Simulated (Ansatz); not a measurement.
## CaF2, response to strain

Consider CaF2 in the fluorite structure (space group Fm-3m, No. 225).

```yaml
crystal:
  lattice:
    - [0.00000, 2.71018, 2.71018]
    - [2.71018, 0.00000, 2.71018]
    - [2.71018, 2.71018, 0.00000]
  atoms:
    - { symbol: Ca, position: [0.00000, 0.00000, 0.00000] }
    - { symbol: F, position: [0.25000, 0.25000, 0.25000] }
    - { symbol: F, position: [0.75000, 0.75000, 0.75000] }
```

Cartesian axes are those of the cell as printed.

Strains are applied to the cell and any free atomic positions relax; under biaxial strain the out-of-plane vector relaxes too.

The values are results of PBEsol, PAW, 420 eV (Ansatz, a program for electronic structure; without spin-orbit coupling), earlier PAW set, not measurements.

Candidates:
(a) tensor shear ε_xy = −0.92 %
(b) tensor shear ε_xz = −2.23 %
(c) biaxial strain +2.25 %, plane normal [001], relaxed out of plane
(d) uniaxial strain ε_yy = −1.31 %

Notes on the quantities. energy relative to the base: free energy F.

Task: Order them by energy relative to the base, lowest first.

Result: (a) tensor shear ε_xy = −0.92 % (+0.5 meV/atom), (d) uniaxial strain ε_yy = −1.31 % (+1.2 meV/atom), (b) tensor shear ε_xz = −2.23 % (+2.7 meV/atom), (c) biaxial strain +2.25 %, plane normal [001], relaxed out of plane (+7.5 meV/atom)

Whether these cells are dynamically stable was not tested.
